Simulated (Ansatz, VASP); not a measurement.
**InAs (InAs(110)) in two plane-wave programs**

One calculation is typed for both programs; each brings its own data sets. How far apart do they land? Of the first pair: The structure shown is the end of the VASP relaxation below. Valence electrons are named where the data sets of a main pair hold unlike numbers.

Calculated with Ansatz 0.2.0; plane waves, with VASP 6.6.1 beside it; single point at PBE and band structure at PBE.

**1. The starting structure**

The cell holds 18 atoms: 9 In and 9 As. Its edges and angles: a = 4.395 Å, b = 6.216 Å, c = 33.581 Å, α = 90.0°, β = 90.0°, γ = 90.0°. It derives from InAs. As first built, before any earlier steps moved the atoms (in the runner's words): 9 layers, cut at this functional's lattice. Vacuum lies along c.

**2. VASP: relaxation, PBE**

This run makes the geometry at which the two programs are then compared.

Lines of VASP's logs that name or quote its potential files are left out, and so is its time.

The input, INCAR:

```
SYSTEM = InAs
PREC = Normal
ENCUT = 320
EDIFF = 1E-05
NELM = 120
ISMEAR = 0
SIGMA = 0.03
LREAL = Auto
ALGO = Fast
GGA = PE
NBANDS = 54
LORBIT = 11
LWAVE = .FALSE.
LCHARG = .FALSE.
KPAR = 2
NCORE = 2
IBRION = 2
NSW = 60
ISIF = 2
EDIFFG = -0.03
POTIM = 0.4
MAXMIX = 40
IDIPOL = 3
LDIPOL = .TRUE.
DIPOL = 0.5 0.5 0.5
```

The input, POSCAR:

```
InAs
1.0
    4.3952931561      0.0000000000      0.0000000000
    0.0000000000      6.2158831920      0.0000000000
    0.0000000000      0.0000000000     33.5811726245
In As
9 9
Direct
    0.0000000000      0.0000000000      0.2382287300
    0.5000000000      0.5000000000      0.3036715500
    0.0000000000      0.0000000000      0.3691143600
    0.5000000000      0.5000000000      0.4345571800
    0.0000000000      0.0000000000      0.5000000000
    0.5000000000      0.5000000000      0.5654428200
    0.0000000000      0.0000000000      0.6308856400
    0.5000000000      0.5000000000      0.6963284500
    0.0000000000      0.0000000000      0.7617712700
    0.0000000000      0.7500000000      0.3036715500
    0.5000000000      0.2500000000      0.2382287300
    0.0000000000      0.7500000000      0.4345571800
    0.5000000000      0.2500000000      0.3691143600
    0.0000000000      0.7500000000      0.5654428200
    0.5000000000      0.2500000000      0.5000000000
    0.0000000000      0.7500000000      0.6963284500
    0.5000000000      0.2500000000      0.6308856400
    0.5000000000      0.2500000000      0.7617712700
```

The input, KPOINTS:

```
Automatic mesh
0
Gamma
6 4 1
0 0 0
```

Potentials, in the order of the species: In and As (PBE family, release 64).

Command:

```bash
$ mpirun -np 4 vasp_std
```

Numbers of over 12 decimals in the logs are rounded to 6 here.

The log of the run:

```text
[banner, memory and clock lines left out]
running    4 mpi-ranks, on    1 nodes
 distrk:  each k-point on    2 cores,    2 groups
 distr:  one band on    2 cores,    1 groups

 POSCAR found type information on POSCAR InAs
 POSCAR found :  2 types and      18 ions
 LDA part: xc-table for (Slater+PW92), standard interpolation
 POSCAR, INCAR and KPOINTS ok, starting setup
 FFT: planning ... GRIDC
 FFT: planning ... GRID_SOFT
 FFT: planning ... GRID
 WAVECAR not read
 entering main loop
       N       E                     dE             d eps       ncg     rms          rms(c)
DAV:   1     0.301536728534E+03    0.30154E+03   -0.17206E+04  1312   0.662E+02
DAV:   2    -0.297351681028E+02   -0.33127E+03   -0.32035E+03  1726   0.139E+02
DAV:   3    -0.679411702010E+02   -0.38206E+02   -0.37769E+02  1576   0.496E+01
DAV:   4    -0.695518480217E+02   -0.16107E+01   -0.16050E+01  1664   0.117E+01
DAV:   5    -0.696082080918E+02   -0.56360E-01   -0.56335E-01  1658   0.209E+00    0.127E+01
RMM:   6    -0.668780948734E+02    0.27301E+01   -0.35150E+00  1296   0.373E+00    0.704E+00
RMM:   7    -0.665756012238E+02    0.30249E+00   -0.42180E+00  1296   0.387E+00    0.182E+00
RMM:   8    -0.665133538736E+02    0.62247E-01   -0.70544E-01  1296   0.214E+00    0.546E-01
RMM:   9    -0.664891166212E+02    0.24237E-01   -0.48200E-02  1322   0.706E-01    0.305E-01
RMM:  10    -0.664898751462E+02   -0.75853E-03   -0.18743E-02  1418   0.331E-01    0.241E-01
RMM:  11    -0.664913639600E+02   -0.14888E-02   -0.28570E-03  1305   0.152E-01    0.134E-01
RMM:  12    -0.664913866986E+02   -0.22739E-04   -0.18600E-03  1298   0.110E-01    0.363E-02
RMM:  13    -0.664920573170E+02   -0.67062E-03   -0.17076E-03  1316   0.840E-02    0.670E-02
RMM:  14    -0.664920117401E+02    0.45577E-04   -0.23490E-04  1301   0.425E-02    0.188E-02
RMM:  15    -0.664921306613E+02   -0.11892E-03   -0.10996E-04  1280   0.261E-02    0.973E-03
RMM:  16    -0.664921788869E+02   -0.48226E-04   -0.27403E-05   948   0.132E-02    0.103E-02
RMM:  17    -0.664922293564E+02   -0.50470E-04   -0.31680E-05   948   0.120E-02    0.436E-03
RMM:  18    -0.664922523251E+02   -0.22969E-04   -0.90305E-06   888   0.618E-03    0.380E-03
RMM:  19    -0.664922789062E+02   -0.26581E-04   -0.40048E-06   849   0.431E-03    0.230E-03
RMM:  20    -0.664923031854E+02   -0.24279E-04   -0.16134E-06   576   0.296E-03    0.160E-03
RMM:  21    -0.664923163868E+02   -0.13201E-04   -0.60230E-07   488   0.245E-03    0.130E-03
RMM:  22    -0.664923229625E+02   -0.65757E-05   -0.30965E-07   459   0.206E-03
   1 F= -.66492323E+02 E0= -.66492322E+02  d E =-.664923E+02
[... from here on, the cycles between the ionic steps are left out ...]
   2 F= -.66738444E+02 E0= -.66738444E+02  d E =-.246121E+00
   8 F= -.67679337E+02 E0= -.67679337E+02  d E =-.541727E-01
   9 F= -.67679600E+02 E0= -.67679600E+02  d E =-.544362E-01
  10 F= -.67695036E+02 E0= -.67695036E+02  d E =-.154361E-01
  11 F= -.67702165E+02 E0= -.67702165E+02  d E =-.225651E-01
  12 F= -.67711219E+02 E0= -.67711219E+02  d E =-.905385E-02
  13 F= -.67712483E+02 E0= -.67712483E+02  d E =-.103174E-01
  14 F= -.67716253E+02 E0= -.67716253E+02  d E =-.377002E-02
  15 F= -.67716303E+02 E0= -.67716303E+02  d E =-.382032E-02
  16 F= -.67717809E+02 E0= -.67717809E+02  d E =-.150574E-02
  17 F= -.67718580E+02 E0= -.67718580E+02  d E =-.227684E-02
 curvature:  -6.46 expect dE=-0.357E-02 dE for cont linesearch -0.239E-04
 trial: gam= 0.76718 g(F)=  0.553E-03 g(S)=  0.000E+00 ort = 0.652E-04 (trialstep = 0.357E+01)
 search vector abs. value=  0.133E-02
 bond charge predicted
       N       E                     dE             d eps       ncg     rms          rms(c)
DAV:   1    -0.677186620114E+02   -0.90344E-04   -0.20290E-01  1314   0.131E+00    0.141E-01
RMM:   2    -0.677197035868E+02   -0.10416E-02   -0.12634E-02  1296   0.310E-01    0.752E-02
RMM:   3    -0.677198243203E+02   -0.12073E-03   -0.18938E-03  1310   0.130E-01    0.483E-02
RMM:   4    -0.677199057779E+02   -0.81458E-04   -0.31427E-04  1307   0.572E-02    0.278E-02
RMM:   5    -0.677199133936E+02   -0.76157E-05   -0.11614E-04  1296   0.321E-02    0.196E-02
RMM:   6    -0.677199191396E+02   -0.57460E-05   -0.25463E-05   965   0.155E-02
  18 F= -.67719919E+02 E0= -.67719919E+02  d E =-.133946E-02
 trial-energy change:   -0.001339  1 .order   -0.001331   -0.002149   -0.000513
 step:   4.6850(harm=  4.6850)  dis= 0.00863  next Energy=   -67.719991 (dE=-0.141E-02)
 reached required accuracy - stopping structural energy minimisation
```

Parts of OUTCAR (step 2):

```text
ion  position               nearest neighbor table
   1  0.000  0.000  0.238-  11 2.69  11 2.69  10 2.69
   2  0.500  0.500  0.304-  13 2.69  10 2.69  10 2.69  11 2.69
   3  0.000  0.000  0.369-  10 2.69  13 2.69  13 2.69  12 2.69
   4  0.500  0.500  0.435-  12 2.69  12 2.69  15 2.69  13 2.69
   5  0.000  0.000  0.500-  15 2.69  15 2.69  12 2.69  14 2.69
   6  0.500  0.500  0.565-  14 2.69  14 2.69  17 2.69  15 2.69
   7  0.000  0.000  0.631-  16 2.69  17 2.69  17 2.69  14 2.69
   8  0.500  0.500  0.696-  17 2.69  16 2.69  16 2.69  18 2.69
   9  0.000  0.000  0.762-  18 2.69  18 2.69  16 2.69
  10  0.000  0.750  0.304-   3 2.69   2 2.69   2 2.69   1 2.69
  11  0.500  0.250  0.238-   1 2.69   1 2.69   2 2.69
  12  0.000  0.750  0.435-   4 2.69   4 2.69   5 2.69   3 2.69
  13  0.500  0.250  0.369-   2 2.69   3 2.69   3 2.69   4 2.69
  14  0.000  0.750  0.565-   6 2.69   6 2.69   7 2.69   5 2.69
  15  0.500  0.250  0.500-   5 2.69   5 2.69   6 2.69   4 2.69
  16  0.000  0.750  0.696-   7 2.69   8 2.69   8 2.69   9 2.69
  17  0.500  0.250  0.631-   8 2.69   7 2.69   7 2.69   6 2.69
  18  0.500  0.250  0.762-   9 2.69   9 2.69   8 2.69

  LATTYP: Found a simple orthorhombic cell.
 ALAT       =     4.3952931561
 B/A-ratio  =     1.4142135624
 C/A-ratio  =     7.6402577557

 Subroutine GETGRP returns: Found  4 space group operations
 (whereof  4 operations were pure point group operations)

The static configuration has the point symmetry C_2v.

 Found     12 irreducible k-points:

   k-points           NKPTS =     12   k-points in BZ     NKDIM =     12   number of bands    NBANDS=     54

   dimension x,y,z NGX =    20 NGY =   28 NGZ =  150
   dimension x,y,z NGXF=    40 NGYF=   56 NGZF=  300

   ENCUT  =  320.0 eV  23.52 Ry    4.85 a.u.   6.41  9.07 48.98*2*pi/ulx,y,z

   NELECT =      72.0000    total number of electrons

 k-points in reciprocal lattice and weights: Automatic mesh
   0.00000000  0.00000000  0.00000000       0.042
   0.16666667  0.00000000  0.00000000       0.083
   0.33333333  0.00000000  0.00000000       0.083
   0.50000000  0.00000000  0.00000000       0.042
   0.00000000  0.25000000  0.00000000       0.083
   0.16666667  0.25000000  0.00000000       0.167
   0.33333333  0.25000000  0.00000000       0.167
   0.50000000  0.25000000  0.00000000       0.083
   0.00000000  0.50000000  0.00000000       0.042
   0.16666667  0.50000000  0.00000000       0.083
   0.33333333  0.50000000  0.00000000       0.083
   0.50000000  0.50000000  0.00000000       0.042

 dipolmoment           0.000000      0.000000     -0.000000 electrons x Angstroem

 average (electrostatic) potential at core
       1 -42.9297       2 -42.7096       3 -42.7279       4 -42.7288       5 -42.7200
       6 -42.7288       7 -42.7279       8 -42.7096       9 -42.9297      10 -54.4862
      11 -54.2859      12 -54.4455      13 -54.4284      14 -54.4455      15 -54.4318
      16 -54.4862      17 -54.4284      18 -54.2859

 E-fermi :  -0.3207

 k-point     1 :       0.0000    0.0000    0.0000
  band No.  band energies     occupation
    ...
     32      -0.7113      2.00000
     33      -0.6833      2.00000
     34      -0.6525      2.00000
     35      -0.5357      2.00000
     36      -0.4499      2.00000
     37      -0.1917      0.00000
     38       0.5476      0.00000
     39       1.0154      0.00000
     40       1.2695      0.00000
     41       1.3233      0.00000
    ...

 k-point     2 :       0.1667    0.0000    0.0000
  band No.  band energies     occupation
    ...
     32      -1.3747      2.00000
     33      -1.1495      2.00000
     34      -1.1208      2.00000
     35      -0.9061      2.00000
     36      -0.7326      2.00000
     37       0.8450      0.00000
     38       1.3087      0.00000
     39       1.4771      0.00000
     40       1.7657      0.00000
     41       1.7968      0.00000
    ...

 k-point     3 :       0.3333    0.0000    0.0000
  band No.  band energies     occupation
    ...
     32      -1.8382      2.00000
     33      -1.7116      2.00000
     34      -1.5091      2.00000
     35      -1.2693      2.00000
     36      -0.9810      2.00000
     37       1.0301      0.00000
     38       1.1143      0.00000
     39       1.5757      0.00000
     40       1.6506      0.00000
     41       1.7888      0.00000
    ...

  Total       -2.3694456     -1.3913439     -0.7408250      0.0000000      0.0000000      0.0000000
  in kB       -4.1378123     -2.4297329     -1.2937182      0.0000000      0.0000000      0.0000000
  external PRESSURE =      -2.6204211 kB  Pullay stress =       0.0000000 kB

  energy-cutoff  :      320.00
  volume of cell :      917.46
      direct lattice vectors                 reciprocal lattice vectors
     4.395293156  0.000000000  0.000000000     0.227516110  0.000000000  0.000000000
     0.000000000  6.215883192  0.000000000     0.000000000  0.160878184  0.000000000
     0.000000000  0.000000000 33.581172624     0.000000000  0.000000000  0.029778591

 POSITION                                       TOTAL-FORCE (eV/Angst)
 -----------------------------------------------------------------------------------
      0.00000      0.34751      8.49069         0.000000      0.007966      0.007046
      2.19765      2.99991     10.06989         0.000000     -0.003425     -0.004589
      0.00000      6.16048     12.41963        -0.000000     -0.001673     -0.000011
      2.19765      3.05609     14.56051         0.000000     -0.012804      0.023318
      4.39529      6.18768     16.79059         0.000000     -0.013350      0.000000
      2.19765      3.05609     19.02066        -0.000000     -0.012804     -0.023318
      0.00000      6.16048     21.16154        -0.000000     -0.001673      0.000011
      2.19765      2.99991     23.51128         0.000000     -0.003425      0.004589
      0.00000      0.34751     25.09048         0.000000      0.007966     -0.007046
      0.00000      4.55794     10.23023         0.000000      0.012391     -0.000248
      2.19765      1.64640      7.72973        -0.000000      0.010083      0.023639
      0.00000      4.61266     14.60533         0.000000     -0.010574      0.000648
      2.19765      1.51149     12.34714         0.000000     -0.000821      0.016533
      4.39529      4.61266     18.97584         0.000000     -0.010574     -0.000648
      2.19765      1.52430     16.79059         0.000000      0.011066      0.000000
      4.39529      4.55794     23.35094         0.000000      0.012391      0.000248
      2.19765      1.51149     21.23403         0.000000     -0.000821     -0.016533
      2.19765      1.64640     25.85145         0.000000      0.010083     -0.023639
 -----------------------------------------------------------------------------------
    total drift:                                0.000000     -0.043768      0.000011

  FREE ENERGIE OF THE ION-ELECTRON SYSTEM (eV)
  ---------------------------------------------------
  free  energy   TOTEN  =       -67.7199191396 eV

  energy  without entropy=      -67.7199191396  energy(sigma->0) =      -67.71991914

 reached required accuracy - stopping structural energy minimisation

 vacuum level on the upper side and lower side of the slab         4.389         4.389

 total charge
# of ion       s       p       d       tot
------------------------------------------
    1        1.272   1.105   0.136   2.513
    2        1.199   1.258   0.173   2.630
    3        1.202   1.262   0.173   2.637
    4        1.202   1.253   0.172   2.628
    5        1.202   1.265   0.175   2.642
    6        1.202   1.253   0.172   2.628
    7        1.202   1.262   0.173   2.637
    8        1.199   1.258   0.173   2.630
    9        1.272   1.105   0.136   2.513
   10        1.231   1.517   0.016   2.764
   11        1.273   1.427   0.015   2.715
   12        1.229   1.520   0.016   2.765
   13        1.231   1.512   0.015   2.758
   14        1.229   1.520   0.016   2.765
   15        1.230   1.516   0.015   2.761
   16        1.231   1.517   0.016   2.764
   17        1.231   1.512   0.015   2.758
   18        1.273   1.427   0.015   2.715
--------------------------------------------------
tot         22.111  24.490   1.623  48.224

[... 3 further parts left out ...]
```

The gap is read on the k-mesh alone, so it is an upper bound where the band edges lie off the mesh. The data set In keeps the semicore shell frozen, which is cheaper and a little less accurate. The run keeps the 4 symmetry operations of its start, so it cannot find a distortion of lower symmetry.

(Part 1 of 3 ends here.)

[Lines on the potential files, build, host, timing and source positions are cut from VASP's logs without a mark.]

[Logs are printed without paths, hosts, clocks, repeated set-up lines and the standing remarks that a program may print on its own settings, such as how far it seeks lower states.]

[Hosts, paths, dates, database ids (printed as entryN), source tags and the programs' standing remarks are cut or masked in the printed files.]
